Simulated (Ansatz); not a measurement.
Two Ansatz runs on Ga

The cell is COD entry 9012723, as deposited and not checked against the literature; nothing was relaxed. The listed cell was then made from it by scaling, straining or moving an atom.

First run: DFT, PBE, all-electron PAW with datasets made for the crystal, scalar-relativistic (Ansatz 0.2.0).

Command: `ansatz run input.yaml --threads 1 --pin off --max-ram 2048MiB --backend cpu --events-out ev --progress --plain --runs-dir out` The run took 21 s on 1 thread of Arm Neoverse V1, on a shared host, peak memory 0.41 GiB.

```yaml
crystal:
  lattice:
    - [-1.41804, 1.41804, 2.229]
    - [1.41804, -1.41804, 2.229]
    - [1.41804, 1.41804, -2.229]
  atoms:
    - { symbol: Ga, position: [0.0, 0.0, 0.0] }
kpoints:
  mp_grid: { grid: [16, 16, 16] }
scf:
  occupations: { method: fermi_dirac, width: 0.03 }
hamiltonian:
  xc: pbe
  pseudopotentials: { kind: all_electron, datasets: crystal }
output:
  forces: true
  stress: true
  eigenvalues: true
  efg: { contact_densities: true }
```

Result: converged; pressure 3.08 GPa; 9 SCF iterations.

A second run of a changed input logged this at its end:

```
Error: YAML parse error: error: line 21 column 1: unknown variant `2.5`, expected one of low, medium, high
  --> <input>:21:1
   |
19 |   eigenvalues: true
20 |   efg: { contact_densities: true }
21 | accuracy: 2.5
   | ^ unknown variant `2.5`, expected one of low, medium, high
```

What was wrong with the input?

A value of the wrong type, by this change (others could give a like log):
```diff
@@ -10,4 +10,5 @@
 scf:
   occupations: { method: fermi_dirac, width: 0.03 }
+  max_iter: 60
 hamiltonian:
   xc: pbe
@@ -18,3 +19,4 @@
   eigenvalues: true
   efg: { contact_densities: true }
+accuracy: 2.5
```
